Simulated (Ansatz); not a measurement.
# Cr (Cmcm) in Ansatz: notebook

One crystal, Cr, is run at these levels: PBE; tasks: single point.

All numbers are computed with Ansatz 0.2.0; they aren't measurements. Logs are shortened: lines on timing, memory, paths and dates and some standing lists are left out, and cuts for length are marked.

### Step 1. The cell of the first run

It takes space group Cmcm (No. 63, orthorhombic). Conventional cell: a = 2.340 Å, b = 5.033 Å, c = 4.064 Å, α = 90.00°, β = 90.00°, γ = 90.00°. Cr (site symmetry m2m) has 8 Cr at 2.34 to 2.64 Å as nearest neighbours.

This isn't the form of Cr at room conditions, which is bcc.

### Step 2. Single point, PBE, collinear spin, ferromagnetic start (strained by +2 %)

Contents of input.yaml:

```yaml
crystal:
  lattice:
    - [1.1699915151, -2.5163656224, 0.0]
    - [1.1699915151, 2.5163656224, 0.0]
    - [0.0, 0.0, 4.06431074]
  atoms:
    - { symbol: Cr, position: [0.87053258, 0.12946742, 0.75], spin: 3.0 }
    - { symbol: Cr, position: [0.12946742, 0.87053258, 0.25], spin: 3.0 }
hamiltonian:
  xc: pbe
  pseudopotentials: { kind: paw }
magnetization:
  spin_polarized: true
kpoints:
  mp_grid: { grid: [10, 10, 5] }
scf:
  occupations: { method: fermi_dirac, width: 0.05 }
output:
  forces: true
  stress: true
  eigenvalues: true
```

Potentials or basis: Ansatz PAW.

The run is started by

```console
$ ansatz run input.yaml --threads 2 --pin off --max-ram 5632MiB --backend cpu --events-out ev --progress --plain --runs-dir out
```

The program printed:

```text
Warning: RAYON_NUM_THREADS=2 ignored (pool sized by the plan → 2); use --threads N
Engine: ansatz 0.2.0, aarch64-unknown-linux-gnu
Pseudopotentials: kind: paw
Pseudopotential: Cr, paw, valence charge 14, recommended cutoff 420 eV (normal), Cr.paw.azcp
Functional definition: PBE
  parameter kappa = 0.804
  parameter beta = 0.06672455060314922
  exchange = pbe_x(kappa = kappa, mu = beta*pi^2/3)
  correlation = pbe_c(beta = beta)
Crystal: 2 atoms, lattice volume = 23.932 Å³
Basis set: ecut = 420 eV, 471 PW (Γ), exchange–correlation on 40×40×60 points (8 copies of the dense FFT grid, shifted against one another)
Bands: 21, of which v1, the nominal top of the filled ones, is band 14 counted from 1 (13 counted from 0)
Symmetry: 8 space group operations
Space group: Cmcm (ITA 63), of the structure as read, at distance tolerance 2.9e-5 Å
Magnetic group: BNS 63.457 (UNI 555), of the structure as read, at distance tolerance 2.9e-5 Å
k-points: 93 of 500
Non-local potential: Cr, projectors of the file, l = 0: 3, l = 1: 2, l = 2: 3, l = 3: 1
PAW form: soft (Blöchl's): semilocal exchange-correlation on the pseudo side does not see the compensation charge
PAW one-centre angular grid: Cr, 590 points (default); XC on 64 Gauss nodes
Initial density: superposition of atomic densities (chi_scale 0.1, normalization cell)
Starting moments: Σ|m| = 6 μB on 2 of 2 sites
Initial wavefunctions: pseudopotential atomic-orbital guess
Functional: x = pbe(κ = 0.804, μ = 0.2195149727645171), c = pbe(β = 0.06672455060314922)
SCF iter   1: F=—  HF=-6760.599622 eV  |F-HF|=—  |Δ(HF+E_count)|=         —  Δρ=3.10e-1 (↑3.10e-1 ↓1.34e-1)  dr2=9.73e0  dr2_m=9.83e0  M=0.766 μB ∫|m|=0.766 μB  β_m=0.30  ethr=3.10e-3  ⟨swp⟩=3.5  Hψ=13632  notcnv=0
Mixer restart at iter 1: flushing history
preconditioner: auto → none  [metal: Δε(μ)=0.001 eV  Ē_g=6.729 eV  σ=0.050 eV  W_gap=0.00  n_scr=4 (ndim 8)  ℏωp=26.3 eV  f_vac=0.000  D(μ)=1.89/eV (n_scr^D=22)  sad-step TF]
SCF iter   2: F=—  HF=-6756.606972 eV  |F-HF|=—  |Δ(HF+E_count)|=    3.99e0  Δρ=2.00e-1 (↑2.00e-1 ↓1.09e-1)  dr2=3.09e0  dr2_m=4.88e0  M=0.703 μB ∫|m|=0.703 μB  β_m=0.57  ethr=3.10e-3  ⟨swp⟩=2.2  Hψ=8641  notcnv=0  defer=170
SCF iter   3: F=—  HF=-6754.881887 eV  |F-HF|=—  |Δ(HF+E_count)|=    1.73e0  Δρ=4.92e-2 (↑4.92e-2 ↓2.06e-2)  dr2=3.13e-1  dr2_m=2.30e-1  M=0.320 μB ∫|m|=0.321 μB  β_m=0.60  ethr=3.10e-3  ⟨swp⟩=2.2  Hψ=6396  notcnv=0  defer=168
SCF iter   4: F=—  HF=-6754.801426 eV  |F-HF|=—  |Δ(HF+E_count)|=   8.05e-2  Δρ=1.14e-2 (↑3.09e-3 ↓1.14e-2)  dr2=2.38e-2  dr2_m=6.83e-3  M=0.107 μB ∫|m|=0.113 μB  β_m=0.67  ethr=1.12e-3  ⟨swp⟩=2.8  Hψ=8432  notcnv=0  defer=142
SCF iter   5: F=—  HF=-6754.815049 eV  |F-HF|=—  |Δ(HF+E_count)|=   1.36e-2  Δρ=3.79e-3 (↑1.40e-3 ↓3.79e-3)  dr2=3.03e-3  dr2_m=9.19e-4  M=0.050 μB ∫|m|=0.056 μB  β_m=0.84  ethr=8.51e-5  ⟨swp⟩=2.5  Hψ=6855  notcnv=0  defer=137
SCF iter   6: F=—  HF=-6754.817908 eV  |F-HF|=—  |Δ(HF+E_count)|=   2.86e-3  Δρ=1.69e-3 (↑8.20e-4 ↓1.69e-3)  dr2=1.63e-4  dr2_m=3.35e-4  M=0.017 μB ∫|m|=0.020 μB  β_m=0.80  ethr=1.08e-5  ⟨swp⟩=2.0  Hψ=6069  notcnv=0  defer=137
SCF iter   7: F=—  HF=-6754.817885 eV  |F-HF|=—  |Δ(HF+E_count)|=   2.31e-5  Δρ=4.85e-4 (↑4.85e-4 ↓4.39e-4)  dr2=8.69e-7  dr2_m=4.65e-5  M=0.007 μB ∫|m|=0.009 μB  β_m=0.90  ethr=5.83e-7  ⟨swp⟩=2.5  Hψ=6349  notcnv=0  defer=137
SCF iter   8: F=—  HF=-6754.817886 eV  |F-HF|=—  |Δ(HF+E_count)|=   9.76e-7  Δρ=6.80e-5 (↑6.80e-5 ↓6.05e-5)  dr2=8.01e-7  dr2_m=7.13e-7  M=0.001 μB ∫|m|=0.002 μB  β_m=0.88  ethr=3.10e-9  ⟨swp⟩=2.8  Hψ=7122  notcnv=0  defer=137
SCF iter   9: F=—  HF=-6754.817887 eV  |F-HF|=—  |Δ(HF+E_count)|=   4.55e-7  Δρ=2.56e-5 (↑2.00e-5 ↓2.56e-5)  dr2=5.68e-8  dr2_m=9.71e-8  M=-0.000 μB ∫|m|=0.000 μB  β_m=0.80  ethr=2.86e-9  ⟨swp⟩=2.0  Hψ=6068  notcnv=0  defer=137
SCF iter  10: F=—  HF=-6754.817887 eV  |F-HF|=—  |Δ(HF+E_count)|=   1.58e-8  Δρ=8.55e-6 (↑6.16e-6 ↓8.55e-6)  dr2=3.10e-9  dr2_m=1.12e-8  M=-0.000 μB ∫|m|=0.000 μB  β_m=0.90  ethr=2.03e-10  ⟨swp⟩=2.2  Hψ=5853  notcnv=0  defer=137
SCF iter  11: F=—  HF=-6754.817887 eV  |F-HF|=—  |Δ(HF+E_count)|=   3.85e-9  Δρ=1.35e-6 (↑8.10e-7 ↓1.35e-6)  dr2=2.70e-10  dr2_m=1.85e-10  M=-0.000 μB ∫|m|=0.000 μB  β_m=0.95  ethr=1.11e-11  ⟨swp⟩=2.6  Hψ=6578  notcnv=0  defer=137
SCF iter  12: F=-6754.817887 eV  HF=-6754.817887 eV  |F-HF|=3.64e-11  |Δ(HF+E_count)|=  1.10e-10  Δρ=3.77e-7 (↑3.77e-7 ↓1.99e-7)  dr2=5.05e-11  dr2_m=5.02e-12  M=-0.000 μB ∫|m|=0.000 μB  ethr=1.00e-12  ⟨swp⟩=3.7  Hψ=13339  notcnv=0
SCF 1 converged in 12 iterations: F = -6754.817887 eV  dr2 = 5.05e-11
WARN: the starting moments were not kept: the SCF closed with an absolute magnetisation of 4.9e-6 μB, where they sum to 6 μB in size (2 sites). That is at most 0.1 of that sum. Measured as dr2_m measures the in/out step, that magnetisation stands 1.1e-11 eV from none, at or under the dr2_threshold of 1.0e-7 eV: it is no larger than a step whose dr2_m would equal this threshold. The system may hold no moment; this SCF shows only that its start led to no more than that. To try another start: raise the starting moments (crystal.atoms[].spin, magnetization.per_species, magnetization.initial_magnetization, or on a non-collinear deck that types none of these the spinor_matrix: blocks that start its atoms; where the total moment is fixed, keep their sum and leave initial_magnetization as it is; typed ones take the place of any that the run laid by itself, positive ones on a crystal's lanthanoids without a Hubbard term where scf.initial_density.shell_occupations: [] is typed) or, if the notice of its spin-set hold's release reads "site moments contracting" or "site moments show no strong build", lengthen the hold (scf.mixing.spin_hold: { on: { confirm: 4 } }; for m-r²SCAN on two components see the key's manual first). Each may lead to a state that holds a moment. A second SCF, from the converged charge density, with the starting moments and any scf.initial_density.shell_occupations laid on it anew, would have followed, and was not run: the deck does not ask for one (magnetization.retry_lost_moments is false, the default). To let it run, set magnetization.retry_lost_moments: true and run the deck again, where that key's refused combinations let it; where memory then withholds it, that run's warning says so.
SCF converged after 12 iterations
Magnetization: -0.0000 μB (14.0000 up, 14.0000 down)
Absolute magnetization: 0.0000 μB (∫|ρ↑−ρ↓|, with the PAW one-centre terms)
Spin contamination: 0.0000 ħ² per cell (⟨S²⟩ above its minimum at these occupations)
Per-site moments (μB) at R_I (Å): [(-1.9643673944195205e-6, 0.9652429999575001), (-1.9643673943969314e-6, 0.9652429999575001)]
Free energy (F): -6754.817887 eV
Harris-Foulkes:  -6754.817887 eV  (|F-HF|=3.64e-11)
Internal energy: -6754.795214 eV  (E = F + TS)
E sigma→0 (E₀):  -6754.806550 eV
Entropy (-TS):   -0.022673 eV (-11.336 meV/atom)
Fermi energy:    18.646486 eV
--- Per-component energies (eV) ---
  E_band       = -307.112170
  E_kinetic    = 686.892037
  E_local      = -2436.427403  (includes V_loc(G=0)·N_el)
  E_nonlocal   = 158.332272
  E_hartree    = 1060.554792
  E_xc         = -279.815814
  E_vxc        = -356.989463  (∫ρ·V_xc dr)
  E_paw        = -2390.550946  (= ΣΔE_a)
  E_vpaw       = -480.029439  (= ΣTr[D̂ρ^β])
  E_aug_tail   = 0.000709  (compensation charges beyond the density's cutoff)
  E_ewald      = -3553.780861
  E_smearing   = -0.022673  (= −TS)
  E_closure    = 0.000000  (closes the sum)
  Σ components = -6754.817887   (vs F -6754.817887, Δ=0.00e0)
--- Forces (eV/Å), atoms counted from 1 ---
  atom   1  Cr     0.00000000     0.12981397     0.00000000
  atom   2  Cr     0.00000000    -0.12981397     0.00000000
  max |Σ_I F_I| component: 0.00e0 eV/Å
--- Stress (GPa, compression-positive) ---
       -5.269722       0.000000       0.000000
        0.000000      -4.852570       0.000000
        0.000000       0.000000       3.435779
  P = ⅓ Tr σ = -2.2288 GPa (-22.288 kbar)
--- Band table (eV; the first three rows and the last of 186) ---
  k-point 0 ↑: bands = ["-53.1132", "-52.9178", "-24.7578", "-24.2900", "-24.0450", "-23.8691", "-23.8395", "-23.8285", "10.9263", "14.4638", "16.5745", "16.8344", "17.6959", "18.9706", "19.5791", "19.6153", "19.7614", "20.2125", "20.3649", "21.1477", "28.2342"]
  k-point 1 ↑: bands = ["-53.0948", "-52.9367", "-24.6780", "-24.2714", "-24.0665", "-23.9525", "-23.8384", "-23.8295", "11.3504", "14.4275", "16.5776", "16.8175", "18.0109", "18.6379", "18.7934", "19.3420", "19.3875", "20.4939", "20.6014", "20.7655", "29.8677"]
  k-point 2 ↑: bands = ["-53.0463", "-52.9859", "-24.4691", "-24.2567", "-24.1334", "-24.1197", "-23.8356", "-23.8322", "12.4972", "13.8396", "16.7400", "16.7978", "17.6006", "17.9001", "18.8682", "19.1169", "19.1366", "19.8657", "20.8090", "20.8482", "33.2304"]
  k-point 92 ↓: bands = ["-52.9764", "-52.9661", "-24.7201", "-24.7199", "-24.0692", "-24.0452", "-23.8964", "-23.8530", "14.4635", "14.5419", "15.8994", "16.3306", "18.5320", "18.6659", "19.7377", "20.3973", "20.7085", "20.8713", "21.1335", "21.1641", "27.3565"]
```

Wall time 3.8 s (2 threads of Arm Neoverse V2, shared host); peak memory 0.37 GiB.

What came out:

```yaml
Free_energy: -6754.8179 eV
Pressure: -2.2 GPa
Largest_force: 0.130 eV/Å
Band_gap_on_the_k_mesh: none (metal or under the smearing width)
Net_moment: 0.00 μB per cell
Absolute_moment: 0.00 μB per cell
```

Forces in eV/Å, atoms in the order of the input:
```
Cr   0.000  0.130  0.000
Cr   0.000 -0.130  0.000
```

Stress tensor (GPa, compression positive):
```
-5.27  0.00  0.00
 0.00 -4.85  0.00
 0.00  0.00  3.44
```

Caveat: the starting moments collapsed, and a magnetic state may lie lower; the starting moments weren't kept.

### Step 3. Single point, PBE, collinear spin, ferromagnetic start (strained by +4 %)

input.yaml: that of step 2 with these lines changed.

```diff
@@ -2,4 +2,4 @@
   lattice:
-    - [1.1699915151, -2.5163656224, 0.0]
-    - [1.1699915151, 2.5163656224, 0.0]
+    - [1.1929325252, -2.5657061248, 0.0]
+    - [1.1929325252, 2.5657061248, 0.0]
     - [0.0, 0.0, 4.06431074]
@@ -21 +21,5 @@
   eigenvalues: true
+  write_density: true
+  write_potential: true
+  elf: true
+  volumetric_format: npy
```

Potentials or basis: Ansatz PAW.

The run is started by

```console
$ ansatz run input.yaml --threads 2 --pin off --max-ram 5632MiB --backend cpu --events-out ev --progress --plain --runs-dir out
```

The program printed:

```text
Warning: RAYON_NUM_THREADS=2 ignored (pool sized by the plan → 2); use --threads N
Engine: ansatz 0.2.0, aarch64-unknown-linux-gnu
Pseudopotentials: kind: paw
Pseudopotential: Cr, paw, valence charge 14, recommended cutoff 420 eV (normal), Cr.paw.azcp
Functional definition: PBE
  parameter kappa = 0.804
  parameter beta = 0.06672455060314922
  exchange = pbe_x(kappa = kappa, mu = beta*pi^2/3)
  correlation = pbe_c(beta = beta)
Crystal: 2 atoms, lattice volume = 24.879 Å³
Basis set: ecut = 420 eV, 483 PW (Γ), exchange–correlation on 40×40×60 points (8 copies of the dense FFT grid, shifted against one another)
Bands: 21, of which v1, the nominal top of the filled ones, is band 14 counted from 1 (13 counted from 0)
Symmetry: 8 space group operations
Space group: Cmcm (ITA 63), of the structure as read, at distance tolerance 2.9e-5 Å
Magnetic group: BNS 63.457 (UNI 555), of the structure as read, at distance tolerance 2.9e-5 Å
k-points: 93 of 500
Non-local potential: Cr, projectors of the file, l = 0: 3, l = 1: 2, l = 2: 3, l = 3: 1
PAW form: soft (Blöchl's): semilocal exchange-correlation on the pseudo side does not see the compensation charge
PAW one-centre angular grid: Cr, 590 points (default); XC on 64 Gauss nodes
Initial density: superposition of atomic densities (chi_scale 0.1, normalization cell)
Starting moments: Σ|m| = 6 μB on 2 of 2 sites
Initial wavefunctions: pseudopotential atomic-orbital guess
Functional: x = pbe(κ = 0.804, μ = 0.2195149727645171), c = pbe(β = 0.06672455060314922)
SCF iter   1: F=—  HF=-6760.280123 eV  |F-HF|=—  |Δ(HF+E_count)|=         —  Δρ=3.03e-1 (↑3.03e-1 ↓1.28e-1)  dr2=9.92e0  dr2_m=9.62e0  M=0.811 μB ∫|m|=0.811 μB  β_m=0.30  ethr=3.10e-3  ⟨swp⟩=3.5  Hψ=13616  notcnv=0
[... 23 lines left out ...]
Internal energy: -6754.738015 eV  (E = F + TS)
E sigma→0 (E₀):  -6754.749097 eV
Entropy (-TS):   -0.022164 eV (-11.082 meV/atom)
Fermi energy:    17.815921 eV
--- Per-component energies (eV) ---
  E_band       = -329.500048
  E_kinetic    = 684.757222
  E_local      = -2503.965966  (includes V_loc(G=0)·N_el)
  E_nonlocal   = 157.787748
  E_hartree    = 1083.483498
  E_xc         = -279.050575
  E_vxc        = -355.938493  (∫ρ·V_xc dr)
  E_paw        = -2390.013197  (= ΣΔE_a)
  E_vpaw       = -479.107834  (= ΣTr[D̂ρ^β])
  E_aug_tail   = 0.000681  (compensation charges beyond the density's cutoff)
  E_ewald      = -3507.737427
  E_smearing   = -0.022164  (= −TS)
  E_closure    = 0.000000  (closes the sum)
  Σ components = -6754.760178   (vs F -6754.760178, Δ=0.00e0)
--- Forces (eV/Å), atoms counted from 1 ---
  atom   1  Cr     0.00000000     0.08289818     0.00000000
  atom   2  Cr     0.00000000    -0.08289818    -0.00000000
  max |Σ_I F_I| component: 1.39e-17 eV/Å
--- Stress (GPa, compression-positive) ---
      -15.080722       0.000000      -0.000000
        0.000000     -13.180777       0.000000
       -0.000000       0.000000      -2.093570
  P = ⅓ Tr σ = -10.1184 GPa (-101.184 kbar)
--- Band table (eV; the first three rows and the last of 186) ---
  k-point 0 ↑: bands = ["-53.9359", "-53.7562", "-25.5501", "-25.1579", "-24.9184", "-24.7503", "-24.7396", "-24.7329", "10.2361", "13.8115", "15.8503", "16.1390", "16.8048", "18.2717", "18.6703", "18.7064", "19.0765", "19.2519", "19.4034", "20.2397", "27.2202"]
  k-point 1 ↑: bands = ["-53.9189", "-53.7735", "-25.4772", "-25.1397", "-24.9389", "-24.8092", "-24.7492", "-24.7405", "10.6572", "13.7712", "15.8445", "16.1189", "17.1238", "17.9401", "18.0894", "18.4177", "18.4645", "19.5491", "19.6547", "19.8594", "28.8927"]
  k-point 2 ↑: bands = ["-53.8743", "-53.8188", "-25.2875", "-25.1158", "-24.9889", "-24.9823", "-24.7464", "-24.7431", "11.8011", "13.1589", "16.0098", "16.0878", "16.8863", "17.2016", "17.9946", "18.1858", "18.2059", "18.9704", "19.8718", "19.9104", "32.3022"]
  k-point 92 ↓: bands = ["-53.8169", "-53.8064", "-25.5207", "-25.5200", "-24.9139", "-24.8908", "-24.7994", "-24.7577", "13.8038", "13.8824", "15.2532", "15.6829", "17.6519", "17.7815", "18.7949", "19.4433", "19.7025", "19.8719", "20.1503", "20.1681", "26.1093"]
```

Wall time 4.6 s (2 threads of Arm Neoverse V2, shared host); peak memory 0.38 GiB.

Results:

- Free energy: -6754.7602 eV
- Pressure: -10.1 GPa
- Largest force: 0.083 eV/Å
- Band gap on the k mesh: none (metal or under the smearing width)
- Net moment: 0.00 μB per cell
- Absolute moment: 0.00 μB per cell

Forces on the atoms (eV/Å):
```
Cr   0.000  0.083  0.000
Cr   0.000 -0.083  0.000
```

Caveat: the starting moments collapsed, and a magnetic state may lie lower; the starting moments weren't kept.
